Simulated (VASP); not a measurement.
Input of a VASP 6.6.1 run:

The input INCAR:

```
PREC = Accurate
ENCUT = 400
EDIFF = 1E-7
ISMEAR = 0
SIGMA = 0.01
LREAL = F
LASPH = T
NELM = 80
ALGO = Normal
ISIF = 2
LWAVE = F
LCHARG = F
GGA = PE
IVDW = 12
IBRION = 2
NSW = 120
EDIFFG = -0.03
ISYM = 0
```

File KPOINTS:

```
regular mesh
0
Gamma
  1 1 1
```

File POSCAR:

```
H4CO
1.0
   12.6210574607      0.0000000000      0.0000000000
    0.0000000000     13.1210574607      0.0000000000
    0.0000000000      0.0000000000     13.6210574607
C O H
1 1 4
Selective dynamics
Direct
    0.5262420378      0.4967749730      0.4914515008  F F F
    0.4148443249      0.4986292951      0.4929095448  T T T
    0.5489514231      0.4476769253      0.4305758494  T T T
    0.5595765567      0.5728428794      0.4794298810  T T T
    0.5588661330      0.4654336304      0.5595879427  T T T
    0.3915195245      0.5415063076      0.5460452814  T T T
```

Potentials or basis: VASP PAW PBE potentials, release 64 (C, O, H).

Launch:

```console
$ cat potpaw_PBE.64/C/POTCAR potpaw_PBE.64/O/POTCAR potpaw_PBE.64/H/POTCAR > POTCAR
$ mpirun -np 1 vasp_gam > vasp.out
```

Question: Estimate the gap between the frontier levels.

Answer: 5.56 eV.

Question: Predict the dispersion energy per atom.

Answer: -0.009 eV.

Question: What does it give for the energy gained by relaxing?

Answer: 3.0 meV/atom.

Step by step:
```
step  energy change (eV)  largest force (eV/Å)  pressure (GPa)
   1              0.0000                0.8535           -0.01
   2             -0.0014                1.0791           -0.12
   3             -0.0152                0.4492           -0.06
   4             -0.0060                1.1000           -0.08
   5             -0.0171                0.1041           -0.07
   6             -0.0176                0.0652           -0.07
   7             -0.0179                0.0272           -0.07
```

Caveat: the cutoff is under 1.25 times the usual one of these potentials, so pressure, stress and relaxed cells hold a basis-set (Pulay) error. As with any semilocal functional, this PBE gap is likely too small.
